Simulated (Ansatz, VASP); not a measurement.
## One calculation of GaAs, two programs

INCAR

```
SYSTEM = GaAs
ALGO = Fast ; EDIFF = 1E-7
ENCUT = 520 ; GGA = PE
ISIF = 2 ; ISMEAR = 0
LASPH = .TRUE. ; LCHARG = .FALSE.
LREAL = .FALSE. ; LWAVE = .FALSE.
NELM = 100 ; PREC = Accurate
SIGMA = 0.012
```

KPOINTS

```
k-points
0
G
  8 8 8
  0 0 0
```

File POSCAR:

```
GaAs
1.0
    0.0000000000      2.8268500000      2.8268500000
    2.8268500000      0.0000000000      2.8268500000
    2.8268500000      2.8268500000      0.0000000000
As Ga
1 1
Direct
    0.7500000000      0.7500000000      0.7500000000
    0.0000000000      0.0000000000      0.0000000000
```

Contents of input.yaml:

```yaml
crystal:
  lattice:
    - [0.0, 2.82685, 2.82685]
    - [2.82685, 0.0, 2.82685]
    - [2.82685, 2.82685, 0.0]
  atoms:
    - { symbol: As, position: [0.75, 0.75, 0.75] }
    - { symbol: Ga, position: [0.0, 0.0, 0.0] }
hamiltonian:
  xc: pbe
  pseudopotentials: { kind: paw }
kpoints:
  mp_grid: { grid: [8, 8, 8] }
scf:
  occupations: { method: gaussian, width: 0.012 }
output:
  forces: true
  stress: true
  eigenvalues: true
```

Alike in both runs: task single point; functional PBE; k mesh 8 × 8 × 8; occupations gaussian, width 0.012 eV; no spin polarisation.

```csv
,VASP,Ansatz
version,VASP 6.6.1,Ansatz 0.2.0
potentials or method,"VASP PAW PBE potentials, release 64 (As, Ga_d)",Ansatz PAW
plane-wave cutoff (eV),520,420
valence electrons in the cell,18,28
```

```tsv
	VASP	Ansatz	Ansatz less VASP
gap on the k mesh at the Fermi level (eV)	0.52	0.52	-0.004
least direct gap on the mesh (eV)	0.52	0.52	-0.004
pressure (GPa)	3.5	3.3	-0.19
```

The two sets of potentials don't hold the same shells in valence.

A k mesh can miss the band edges. As with any semilocal functional, this PBE gap is likely too small.
